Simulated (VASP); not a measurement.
Runs of VASP 6.6.1 on InPd. Symmetry: Pm-3m, No. 221, cubic system. Conventional cell: a = 3.272 Å, b = 3.272 Å, c = 3.272 Å, α = 90.00°, β = 90.00°, γ = 90.00°. In (site symmetry m-3m) is surrounded by 8 Pd at 2.83 Å. Pd (site symmetry m-3m) has 8 In at 2.83 Å as nearest neighbours. The cell comes from a database or a generator and needn't be the stable form of this composition.

```csv
task,level,cell,cutoff (eV),smearing,gap on the mesh (eV),pressure (GPa),relaxed volume (Å³/atom)
relaxation of cell and atoms,PBEsol+rVV10,relaxed,600,fermi-dirac 0.05 eV,none,-0.1,(b)
relaxation of cell and atoms,RPBE+D4,relaxed,600,fermi-dirac 0.05 eV,none,0.0,17.47
relaxation of cell and atoms,RPBE+D3,relaxed,600,fermi-dirac 0.05 eV,none,0.0,(a)
relaxation of cell and atoms,revPBE+D3(BJ),relaxed,600,fermi-dirac 0.05 eV,none,0.2,17.02
single point,PBE,as given,520,gaussian 0.026 eV,none,3.7,-
```

Alike in all rows: potentials or basis VASP PAW PBE potentials, release 64 (In_d, Pd); no spin polarisation; k mesh 8 × 8 × 8.

Task: Estimate the missing entries.

Result: (a) 18.06; (b) 17.04.

Caveats: the PAW data sets were made with another functional, which shifts forces and pressure a little (some runs); pairwise dispersion overbinds metals, which lowers pressure and volume (some runs).

A k mesh can miss the band edges, and the runs leave out spin-orbit coupling on In, Pd.

A gap of «none» marks a metal or a gap under the smearing width.
